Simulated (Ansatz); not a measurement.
# Orbital-resolved density of states of InSb

```yaml
crystal:
  lattice:
    - [0.00000, 3.23910, 3.23910]
    - [3.23910, 0.00000, 3.23910]
    - [3.23910, 3.23910, 0.00000]
  atoms:
    - { symbol: In, position: [0.00000, 0.00000, 0.00000] }
    - { symbol: Sb, position: [0.75000, 0.75000, 0.75000] }
```

Atom numbers follow the list: In1, Sb2.

The cell is COD entry 9008853, as deposited and not checked against the literature; nothing was relaxed.

Spin–orbit coupling is left out, though it moves levels of the heavy atoms by tenths of an eV or more.

These are results of Ansatz 0.2.0, DFT, PBE, all-electron LAPW, scalar-relativistic, not measurements.

Numerical set-up: a Γ-centred 9×9×9 k mesh, Fermi–Dirac smearing of 0.05 eV, basis error target 0.25 meV/atom, no spin polarisation.

States per eV for one atom of each kind, in 0.4 eV bins named by their centres, from the Fermi level, projected on a minimal set of Löwdin-orthogonalised atomic shells; orbitals are real harmonics on the Cartesian axes, equal curves share a column, and empty bins are left out, as is all above 2.6 eV, near the top of the computed bands.

In1 5p:

```
# E all pz=px=py
-10.7 0.01 0.00
-10.3 0.07 0.02
-9.9 0.13 0.04
-9.5 0.27 0.09
-9.1 0.41 0.14
-8.7 0.12 0.04
-5.9 0.01 0.00
-5.5 0.14 0.05
-5.1 0.07 0.02
-4.7 0.04 0.01
-4.3 0.03 0.01
-3.9 0.02 0.01
-3.5 0.01 0.00
-3.1 0.38 0.13
-2.7 0.50 0.17
-2.3 0.66 0.22
-1.9 0.64 0.21
-1.5 0.54 0.18
-1.1 0.39 0.13
-0.7 0.15 0.05
-0.3 0.04 0.01
0.9 0.05 0.02
1.3 0.18 0.06
1.7 0.54 0.18
2.1 0.51 0.17
2.5 0.34 0.11
```

Sb2 5p:

```
# E all pz=px=py
-10.3 0.01 0.00
-9.9 0.03 0.01
-9.5 0.04 0.01
-9.1 0.03 0.01
-5.9 0.31 0.10
-5.5 0.79 0.26
-5.1 0.32 0.11
-4.7 0.19 0.06
-4.3 0.14 0.05
-3.9 0.10 0.03
-3.5 0.07 0.02
-3.1 0.62 0.21
-2.7 0.82 0.27
-2.3 1.12 0.37
-1.9 1.20 0.40
-1.5 1.15 0.38
-1.1 0.97 0.32
-0.7 0.46 0.15
-0.3 0.16 0.05
0.5 0.01 0.00
0.9 0.05 0.02
1.3 0.21 0.07
1.7 0.62 0.21
2.1 0.59 0.20
2.5 0.24 0.08
```

In1 5s:

```
# E all
-10.7 0.04
-10.3 0.11
-9.9 0.14
-9.5 0.19
-9.1 0.14
-8.7 0.01
-5.9 0.40
-5.5 0.85
-5.1 0.31
-4.7 0.17
-4.3 0.12
-3.9 0.08
-3.5 0.06
-3.1 0.05
-2.7 0.06
-2.3 0.06
-1.9 0.05
-1.5 0.03
-1.1 0.01
-0.7 0.01
0.5 0.01
0.9 0.06
1.3 0.20
1.7 0.48
2.1 0.40
2.5 0.14
```

Sb2 5s:

```
# E all
-10.7 0.07
-10.3 0.25
-9.9 0.42
-9.5 0.83
-9.1 1.22
-8.7 0.34
-5.9 0.01
-5.5 0.10
-5.1 0.07
-4.7 0.06
-4.3 0.05
-3.9 0.04
-3.5 0.03
-3.1 0.03
-2.7 0.03
-2.3 0.03
-1.9 0.02
-1.5 0.01
-1.1 0.01
0.9 0.04
1.3 0.10
1.7 0.20
2.1 0.17
2.5 0.10
```
